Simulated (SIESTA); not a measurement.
Runs of SIESTA 5.4.2 on Pd. It takes space group Fm-3m (No. 225, cubic). The conventional cell has a = 3.893 Å, b = 3.893 Å, c = 3.893 Å, α = 90.00°, β = 90.00°, γ = 90.00°. Pd (site symmetry m-3m) is surrounded by 12 Pd at 2.75 Å. 

| level | potentials or basis | gap on the mesh (eV) | pressure (GPa) |
| --- | --- | --- | --- |
| AM05 | PseudoDojo 0.4 standard (PBEsol files), DZP (energy shift 0.003 Ry; two zetas on semicore shells) | none | (b) |
| RPBE | PseudoDojo 0.4 standard (PBE files), DZP (energy shift 0.003 Ry; two zetas on semicore shells) | none | (a) |
| revPBE | PseudoDojo 0.4 standard (PBE files), DZP (energy shift 0.003 Ry; two zetas on semicore shells) | none | 10.9 |
| PBEsol | PseudoDojo 0.4 standard (PBEsol files), DZP (energy shift 0.003 Ry; two zetas on semicore shells) | none | -2.4 |
| WC | PseudoDojo 0.4 standard (PBEsol files), DZP (energy shift 0.003 Ry; two zetas on semicore shells) | none | -0.8 |

Alike in all rows: task single point; no spin polarisation; cell as given; k mesh 12 × 12 × 12; smearing fermi-dirac 0.05 eV; grid cutoff 800 Ry; energy shift 0.003 Ry.

Q: Estimate the missing entries.

A: (a) 12.2; (b) -6.9.

Caveats: the basis of atomic orbitals isn't converged, which shifts pressures, moduli and gaps; the potentials were made for another functional, which shifts forces and pressure (some runs).

A k mesh can miss the band edges, and the runs leave out spin-orbit coupling on Pd.

A gap of «none» marks a metal or a gap under the smearing width.

Runs at the PBE level aren't shown here.
